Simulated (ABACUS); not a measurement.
Set up this calculation in ABACUS 3.10.1, as an ASE script.

| Property | Result |
| --- | --- |
| Task | single point |
| Functional | PBE |
| Potentials or basis | PseudoDojo NC SR 0.4.1 PBE standard |
| Cutoff | 1116 eV |
| Density cutoff | 4463 eV |
| Basis | plane waves |
| k mesh | 9 × 9 × 9 |
| Occupations | fermi-dirac, width 0.05 eV |
| Spin | no spin polarisation |
| Radial cutoff of the potentials (pseudo_rcut) | 7 bohr |
| SCF threshold on the density | 1e-08 |
| Max SCF steps | 100 |
| Eigensolver | dav |
| Mixing | broyden |
| Mixing share | 0.7 |
| Symmetry key | 1 |
| Bands | 8 |

The structure of C lies in C.xyz:

```xyz
2
Lattice="0.0535011000 1.8368711000 1.7833700000 1.8368711000 0.0535011000 1.7833700000 1.8903722000 1.8903722000 0.0000000000" Properties=species:S:1:pos:R:3 pbc="T T T"
C      2.8355583000      2.8355583000      2.6750550000
C      1.8903722000      1.8903722000      1.7833700000
```

This isn't the form of C at room conditions, which is graphite.

The cell isn't the ideal one: cell strained by +0.06 along c.

The input as run:

run_abacus.py

```python
"""ABACUS run from a structure file: ASE reads it, the script writes STRU, KPT and INPUT."""
import re
import subprocess
from ase.io import read
from ase.units import Bohr

atoms = read("C.xyz")
atoms = atoms[(-atoms.numbers).argsort(kind="stable")]  # ABACUS lists atoms element by element
pseudo = {'C': 'C.upf'}
orbital = {}
magmoms = None
kmesh = [9, 9, 9]
params = {
    'suffix': 'C',
    'calculation': 'scf',
    'basis_type': 'pw',
    'pseudo_dir': './',
    'symmetry': 1,
    'dft_functional': 'pbe',
    'ecutwfc': 82,
    'pseudo_rcut': 7,
    'nspin': 1,
    'nbands': 8,
    'ks_solver': 'dav',
    'smearing_method': 'fd',
    'smearing_sigma': 0.00367493,
    'scf_thr': 1e-08,
    'scf_nmax': 100,
    'mixing_type': 'broyden',
    'mixing_beta': 0.7,
    'cal_force': 1,
    'cal_stress': 1,
    'out_chg': 1,
    'out_pot': 2,
    'out_elf': 1,
}

symbols = atoms.get_chemical_symbols()
elements = list(dict.fromkeys(symbols))
lines = ["ATOMIC_SPECIES"] + [f"{e} {atoms.get_masses()[symbols.index(e)]:.4f} {pseudo[e]}" for e in elements]
if orbital:
    lines += ["", "NUMERICAL_ORBITAL"] + [orbital[e] for e in elements]
lines += ["", "LATTICE_CONSTANT", f"{1 / Bohr:.10f}", "", "LATTICE_VECTORS"]
lines += [" ".join(f"{x:.10f}" for x in v) for v in atoms.cell]
lines += ["", "ATOMIC_POSITIONS", "Direct"]
for e in elements:
    lines += ["", e, "0.0", str(symbols.count(e))]
    for i, p in enumerate(atoms.get_scaled_positions(wrap=False)):
        if symbols[i] == e:
            mag = "" if magmoms is None else " mag " + " ".join(str(x) for x in (magmoms[i] if isinstance(magmoms[i], list) else [magmoms[i]]))
            lines.append(" ".join(f"{x:.10f}" for x in p) + " 1 1 1" + mag)
open("STRU", "w").write("\n".join(lines) + "\n")
open("KPT", "w").write("K_POINTS\n0\nGamma\n%d %d %d 0 0 0\n" % tuple(kmesh))
open("INPUT", "w").write("INPUT_PARAMETERS\n" + "".join(f"{k:<20s}{v}\n" for k, v in params.items()))

done = subprocess.run(['mpirun', '-np', '4', 'abacus'])
if done.returncode:
    raise SystemExit(done.returncode)
log = open("OUT.C/running_scf.log").read()
print("final energy (eV):", re.findall(r"FINAL_ETOT_IS (\S+)", log))
```

Potentials or basis: PseudoDojo NC SR 0.4.1 PBE standard, plane waves.

Run with:

```console
$ OMP_NUM_THREADS=1 python run_abacus.py > log
```

It gave:

```yaml
Pressure: -19.8 GPa
Largest_force: 0.020 eV/Å
Band_gap_on_the_k_mesh: 3.03 eV, indirect (least direct gap 4.55 eV)
```

Caveat: an odd mesh through Γ misses points on the zone boundary, where band edges often lie.

Wall time 3.4 s on 4 MPI ranks on Intel(R) Xeon(R) 6975P-C (Granite Rapids) (shared host), peak memory 0.36 GiB a rank.
